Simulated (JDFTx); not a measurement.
Runs of JDFTx 1.7.0 (patched build) on Si2W. The structure is tetragonal, space group I4/mmm (No. 139). Conventional cell: a = 3.214 Å, b = 3.214 Å, c = 7.830 Å, α = 90.00°, β = 90.00°, γ = 90.00°. W (site symmetry 4/mmm) is surrounded by 10 Si at 2.62 Å. Around Si (site symmetry 4mm) lie 5 Si at 2.59 to 2.63 Å and 5 W at 2.62 Å. 

| task | level | potentials or basis | U | cell | cutoff (eV) | further solve for the empty bands | gap on the mesh (eV) | pressure (GPa) | largest force (eV/Å) |
| --- | --- | --- | --- | --- | --- | --- | --- | --- | --- |
| single point | PBE+U | PseudoDojo-SR-PBE-0.5-standard with smoothed tails | W d U = 4 eV | as given | 1007 | yes | none | -4.3 | 0.35 |
| single point | PBE+U | PseudoDojo-SR-PBE-0.5-standard with smoothed tails | W d U = 1 eV | as given | 1007 | yes | none | 1.4 | 0.07 |
| single point | PBE+U | PseudoDojo-SR-PBE-0.5-standard with smoothed tails | W d U = 3 eV | as given | 1007 | yes | none | (a) | 0.25 |
| single point | PBE+U | PseudoDojo-SR-PBE-0.5-standard with smoothed tails | W d U = 2 eV | as given | 1007 | yes | none | (c) | (b) |
| relaxation of cell and atoms | LDA | PseudoDojo-SR-LDA-0.4.1-standard with smoothed tails | - | relaxed | 952 | no | none | 0.0 | - |

Alike in all rows: no spin polarisation; k mesh 8 × 8 × 8; smearing fermi-dirac 0.05 eV.

Estimate the missing entries.

(a) -2.4; (b) 0.16; (c) -0.5.

Caveats: the empty levels aren't tightly converged (some runs); U without spin polarisation on a metal has little footing (some runs); the U is typed as a test and isn't derived for this compound (some runs).

A k mesh can miss the band edges, and the runs leave out spin-orbit coupling on W.

A gap of «none» marks a metal or a gap under the smearing width.
